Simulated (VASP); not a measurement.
VASP 6.6.1 run: BP

INCAR

```
ENCUT = 520
EDIFF = 1E-6
SIGMA = 0.02
NELM = 53
NELMDL = 0
ISIF = 2
NBANDS = 11
ISPIN = 2
LASPH = .TRUE.
LWAVE = .FALSE.
IBRION = -1
LREAL = .FALSE.
MAGMOM = -1 -1
NSW = 0
PREC = Accurate
LCHARG = .FALSE.
ISMEAR = -1
GGA = PE
```

KPOINTS

```
KPOINTS created by Atomic Simulation Environment
0
Gamma
10 10 10
0 0 0
```

POSCAR

```
B  P
 1.0000000000000000
     0.0000000000000000    2.2683156689213848    2.2683156689213848
     2.2683156689213848    0.0000000000000000    2.2683156689213848
     2.2683156689213848    2.2683156689213848    0.0000000000000000
 B   P
   1   1
Cartesian
  0.0000000000000000  0.0000000000000000  0.0000000000000000
  1.1341578344606922  1.1341578344606922  1.1341578344606922
```

The recommended PBE PAW datasets give the neutral cell 8 valence electrons.

Command

```
mpirun -np 1 vasp_std
```

Predict the outcome of this run.

It converged. Results: pressure 1.1 GPa; magnetic moment of the cell 0.00 μB.

OSZICAR

```
N       E                     dE             d eps       ncg     rms          rms(c)
DAV:   1     0.106152232827E+02    0.10615E+02   -0.41179E+03  2076   0.663E+02
DAV:   2    -0.123117678856E+02   -0.22927E+02   -0.21970E+02  2678   0.110E+02
DAV:   3    -0.129828136141E+02   -0.67105E+00   -0.66947E+00  2680   0.164E+01
DAV:   4    -0.129856205248E+02   -0.28069E-02   -0.28067E-02  2351   0.121E+00
DAV:   5    -0.129856344864E+02   -0.13962E-04   -0.13962E-04  2549   0.875E-02    0.861E+00
DAV:   6    -0.129527707527E+02    0.32864E-01   -0.13962E+00  2367   0.574E+00    0.444E+00
DAV:   7    -0.128963732871E+02    0.56397E-01   -0.20521E-01  2518   0.252E+00    0.278E+00
DAV:   8    -0.129320114910E+02   -0.35638E-01   -0.21185E-02  2259   0.115E+00    0.123E+00
DAV:   9    -0.129278757481E+02    0.41357E-02   -0.59287E-03  2502   0.422E-01    0.473E-01
DAV:  10    -0.129302062902E+02   -0.23305E-02   -0.73531E-04  2293   0.187E-01    0.130E-01
DAV:  11    -0.129303248446E+02   -0.11855E-03   -0.25337E-04  2305   0.955E-02    0.575E-02
DAV:  12    -0.129303461757E+02   -0.21331E-04   -0.40288E-05  2515   0.418E-02    0.321E-02
DAV:  13    -0.129303460061E+02    0.16954E-06   -0.13888E-06  2163   0.688E-03
   1 F= -.12930346E+02 E0= -.12930346E+02  d E =-.118180E-10  mag=    -0.0004
```

Standard output (part)

```
POSCAR found type information on POSCAR B P
 POSCAR found :  2 types and       2 ions
 LDA part: xc-table for (Slater+PW92), standard interpolation
 POSCAR, INCAR and KPOINTS ok, starting setup
 WAVECAR not read
 WARNING: random wavefunctions but no delay for mixing, default for NELMDL
 entering main loop
```

For comparison, a separate PBE run of the intended cell, on usual settings and not on those above, gives a gap of 1.24 eV on its mesh and a pressure of 1.0 GPa.
